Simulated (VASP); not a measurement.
**A VASP 6.6.1 single-point calculation on PbSe**

INCAR

```
NELM = 72
LASPH = .TRUE.
LREAL = .FALSE.
ISMEAR = 0
PREC = Accurate
IBRION = -1
LMAXMIX = 6
LWAVE = .FALSE.
EDIFF = 1E-7
GGA = PS
ENCUT = 520
SIGMA = 0.01
ISIF = 2
ALGO = All
LCHARG = .FALSE.
NBANDS = 17
NSW = 0
```

KPOINTS

```
KPOINTS created by Atomic Simulation Environment
0
Gamma
6 6 6
0 0 0
```

POSCAR

```
Pb Se
 1.0000000000000000
     0.0000000000000000    3.4232041300268978    3.4232041300268978
     3.4232041300268978   -0.0000000000000000    3.4232041300268978
     3.4232041300268978    3.4232041300268978   -0.0000000000000000
 Pb  Se
   1   1
Cartesian
 -0.0000000000000000 -0.0000000000000000  0.0000000000000000
  1.7116020650134487  1.7116020650134487  1.7116020650134487
```

The recommended PBE PAW datasets give the neutral cell 20 valence electrons.

Command

```
mpirun -np 1 vasp_std
```

OSZICAR

```
N       E                     dE             d eps       ncg     rms           ort
DAV:   1     0.160023699342E+03    0.16002E+03   -0.98404E+03   272   0.126E+03
DAV:   2     0.495935050936E+01   -0.15506E+03   -0.14959E+03   272   0.281E+02
DAV:   3    -0.844430993760E+01   -0.13404E+02   -0.13320E+02   272   0.919E+01
DAV:   4    -0.878762404144E+01   -0.34331E+00   -0.34300E+00   272   0.185E+01
DAV:   5    -0.880066941598E+01   -0.13045E-01   -0.13045E-01   272   0.339E+00
SDA:   6    -0.766146473584E+01    0.11392E+01   -0.13045E-01   272   0.279E+01   0.000E+00
CGA:   7    -0.825372951490E+01   -0.59226E+00   -0.59330E+00   272   0.620E+00  -0.418E-01
CGA:   8    -0.834263028557E+01   -0.88901E-01   -0.88751E-01   272   0.101E+00   0.712E-03
CGA:   9    -0.837509829978E+01   -0.32468E-01   -0.32485E-01   272   0.214E-01  -0.127E-03
CGA:  10    -0.838051672482E+01   -0.54184E-02   -0.54200E-02   272   0.630E-02  -0.436E-04
CGA:  11    -0.838163912173E+01   -0.11224E-02   -0.11236E-02   272   0.105E-02   0.364E-04
CGA:  12    -0.838196761269E+01   -0.32849E-03   -0.32855E-03   272   0.153E-03  -0.591E-06
CGA:  13    -0.838200678367E+01   -0.39171E-04   -0.39398E-04   272   0.659E-04  -0.597E-05
CGA:  14    -0.838202254394E+01   -0.15760E-04   -0.15679E-04   272   0.126E-04   0.337E-05
CGA:  15    -0.838202714948E+01   -0.46055E-05   -0.44548E-05   272   0.691E-05   0.136E-05
CGA:  16    -0.838202938737E+01   -0.22379E-05   -0.23298E-05   272   0.348E-05  -0.136E-05
CGA:  17    -0.838203024633E+01   -0.85897E-06   -0.83582E-06   272   0.104E-05   0.415E-06
SDA:  18    -0.838203051555E+01   -0.26921E-06   -0.27302E-06   272   0.445E-06   0.280E-06
SDA:  19    -0.838203076323E+01   -0.24768E-06   -0.24784E-06   272   0.441E-06  -0.160E-06
SDA:  20    -0.838203078400E+01   -0.20768E-07   -0.48337E-07   272   0.874E-07   0.177E-06
   1 F= -.83820308E+01 E0= -.83820308E+01  d E =-.783824E-76
```

Standard output (part)

```
POSCAR found type information on POSCAR PbSe
 POSCAR found :  2 types and       2 ions
 LDA part: xc-table for (Slater+PW92), standard interpolation
 POSCAR, INCAR and KPOINTS ok, starting setup
 WAVECAR not read
 entering main loop
 gam= 0.000 g(H,U,f)=  0.144E+01 0.135E+01 0.210E-31 ort(H,U,f) = 0.000E+00 0.000E+00 0.000E+00
 gam= 0.000 trial= 0.400  step=  0.4252 mean=  0.4000
 gam= 0.222 g(H,U,f)=  0.529E+00 0.915E-01 0.158E-14 ort(H,U,f) =-0.412E+00 0.370E+00 0.525E-14
 gam= 0.222 trial= 0.403  step=  0.2904 mean=  0.4025
 gam= 0.164 g(H,U,f)=  0.861E-01 0.154E-01 0.718E-56 ort(H,U,f) =-0.709E-01 0.716E-01 0.335E-55
 gam= 0.164 trial= 0.391  step=  0.6395 mean=  0.3913
 gam= 0.211 g(H,U,f)=  0.203E-01 0.112E-02 0.333E-40 ort(H,U,f) =-0.751E-02 0.739E-02 0.156E-39
 gam= 0.211 trial= 0.416  step=  0.5061 mean=  0.4161
 gam= 0.294 g(H,U,f)=  0.618E-02 0.120E-03 0.944E-17 ort(H,U,f) =-0.200E-03 0.157E-03 0.408E-16
 gam= 0.294 trial= 0.425  step=  0.3573 mean=  0.4251
 gam= 0.166 g(H,U,f)=  0.102E-02 0.264E-04 0.134E-14 ort(H,U,f) =-0.604E-04 0.968E-04 0.591E-14
 gam= 0.166 trial= 0.418  step=  0.6245 mean=  0.4184
 gam= 0.146 g(H,U,f)=  0.147E-03 0.612E-05 0.000E+00 ort(H,U,f) =-0.159E-04 0.153E-04 0.000E+00
 gam= 0.146 trial= 0.439  step=  0.5152 mean=  0.4390
 gam= 0.431 g(H,U,f)=  0.601E-04 0.585E-05 0.000E+00 ort(H,U,f) =-0.117E-04 0.574E-05 0.000E+00
 gam= 0.431 trial= 0.447  step=  0.4949 mean=  0.4466
...
```

From OUTCAR

```
k-points           NKPTS =     16   k-points in BZ     NKDIM =     16   number of bands    NBANDS=     17

   NELECT =      20.0000    total number of electrons

   dimension x,y,z NGX =    36 NGY =   36 NGZ =   36
   dimension x,y,z NGXF=    72 NGYF=   72 NGZF=   72

  energy-cutoff  :      520.00
  volume of cell :       80.23
      direct lattice vectors                 reciprocal lattice vectors
     0.000000000  3.423204130  3.423204130    -0.146061988  0.146061988  0.146061988
     3.423204130  0.000000000  3.423204130     0.146061988 -0.146061988  0.146061988
     3.423204130  3.423204130  0.000000000     0.146061988  0.146061988 -0.146061988

 k-points in reciprocal lattice and weights: KPOINTS created by Atomic Simulation Env
   0.00000000  0.00000000  0.00000000       0.005
   0.16666667  0.00000000  0.00000000       0.037
   0.33333333  0.00000000  0.00000000       0.037
   0.50000000  0.00000000  0.00000000       0.019
   0.16666667  0.16666667  0.00000000       0.028
   0.33333333  0.16666667  0.00000000       0.111
   0.50000000  0.16666667  0.00000000       0.111
  -0.33333333  0.16666667  0.00000000       0.111
   ...

 E-fermi :   2.2139

 k-point     1 :       0.0000    0.0000    0.0000
  band No.  band energies     occupation
      1     -14.5259      2.00000
      2     -14.5259      2.00000
      3     -14.5259      2.00000
      4     -14.4935      2.00000
      5     -14.4935      2.00000
      6     -10.5986      2.00000
      7      -4.2176      2.00000
      8       0.5787      2.00000
      9       0.5787      2.00000
     10       0.5787      2.00000
     11       4.2775      0.00000
     12       4.2775      0.00000
     13       4.2775      0.00000
     14       6.7622      0.00000
     15      10.3830      0.00000
     16      10.3836      0.00000
     17      11.1295      0.00000

 k-point     2 :       0.1667    0.0000    0.0000
  band No.  band energies     occupation
      1     -14.5327      2.00000
      2     -14.5236      2.00000
      3     -14.5236      2.00000
      4     -14.4933      2.00000
      5     -14.4933      2.00000
      6     -10.4693      2.00000
      7      -4.6037      2.00000
      8       0.4213      2.00000
      9       0.4213      2.00000
     10       0.5563      2.00000
     11       4.2129      0.00000
     12       4.5364      0.00000
     13       4.5364      0.00000
     14       7.8547      0.00000
     15       9.6456      0.00000
     16       9.6456      0.00000
     17      10.5065      0.00000

 k-point     3 :       0.3333    0.0000    0.0000
  band No.  band energies     occupation
      1     -14.5462      2.00000
      2     -14.5196      2.00000
      3     -14.5196      2.00000
      4     -14.4921      2.00000
      5     -14.4921      2.00000
      6     -10.1728      2.00000
      7      -5.3418      2.00000
      8       0.1567      2.00000
      9       0.1567      2.00000
     10       0.3135      2.00000
     11       4.9210      0.00000
     12       4.9210      0.00000
     13       5.0160      0.00000
     14       8.5577      0.00000
     15       9.7349      0.00000
     16       9.7349      0.00000
     17      10.8813      0.00000

 ...

  Total       -0.4443762     -0.4443762     -0.4443762      0.0000000     -0.0000000      0.0000000
  in kB       -8.8742761     -8.8742761     -8.8742761      0.0000000     -0.0000000      0.0000000
  external PRESSURE =      -8.8742761 kB  Pullay stress =       0.0000000 kB

 POSITION                                       TOTAL-FORCE (eV/Angst)
 -----------------------------------------------------------------------------------
      0.00000      0.00000      0.00000        -0.000000      0.000000      0.000000
      1.71160      1.71160      1.71160         0.000000     -0.000000     -0.000000
 -----------------------------------------------------------------------------------
    total drift:                                0.000000      0.000000      0.000000

  FREE ENERGIE OF THE ION-ELECTRON SYSTEM (eV)
  ---------------------------------------------------
  free  energy   TOTEN  =        -8.3820307840 eV

  energy  without entropy=       -8.3820307840  energy(sigma->0) =       -8.38203078
```

It converged. Results: gap between bands v and c on the k mesh 0.68 eV; least direct gap on the k mesh 1.09 eV; pressure -0.9 GPa. Band v is the last that the valence electrons fill when counted band by band, and c is the next.

For comparison, a separate PBEsol run of the intended cell, on usual settings and not on those above, gives a gap of 0.68 eV on its mesh and a pressure of -0.9 GPa.

The run above took about 15 s on one core of a shared host (Intel Xeon 6975P-C) and held 0.22 GiB at most.
